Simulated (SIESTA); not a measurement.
# Cu under changes of volume

One of the cells (11.810 Å³/atom); the others are scaled copies at fixed shape and fractional positions:

```
CELL_PARAMETERS angstrom
0.00000 1.80750 1.80750
1.80750 0.00000 1.80750
1.80750 1.80750 0.00000
ATOMIC_POSITIONS crystal
Cu 0.00000 0.00000 0.00000
```

| Property | Result |
| --- | --- |
| Program | SIESTA 5.4.2 |
| Functional | PBEsol |
| Potentials or basis | PseudoDojo 0.4 standard (PBEsol files) |
| Basis | DZP (energy shift 0.003 Ry; two zetas on semicore shells) |
| Grid cutoff | 800 Ry |
| Energy shift | 0.003 Ry |
| k mesh | 13 × 13 × 13 |
| Occupations | fermi-dirac, width 0.05 eV |
| Spin | no spin polarisation |

```csv
volume (Å³/atom),energy over the lowest point (meV/atom),pressure (GPa)
11.102,?,?
11.338,0.00,-0.8
11.574,3.60,-4.2
11.810,12.24,-7.4
12.047,24.96,-9.8
12.283,40.88,-11.8
12.519,60.23,-13.8
```

Question: What does the run at 11.102 Å³/atom give?

Answer: Energy over the lowest point 1.26 meV/atom; pressure 2.6 GPa.

Worked out: A Birch-Murnaghan fit of order 3 (a polynomial in V^(-2/3)) to the other rows has its minimum at 11.29 Å³/atom, just outside them, with B0 = V·E''(V) = 185 GPa and B' = 6.0. It gives 1.78 meV/atom at 11.102 Å³/atom, against the run's 1.26, and -dE/dV = 3.3 GPa, against 2.6.

Energies are extrapolated to zero smearing.

Caveats: short orbitals over semicore shells can move pressures by several GPa; the basis of atomic orbitals isn't converged, which shifts pressures, moduli and gaps.
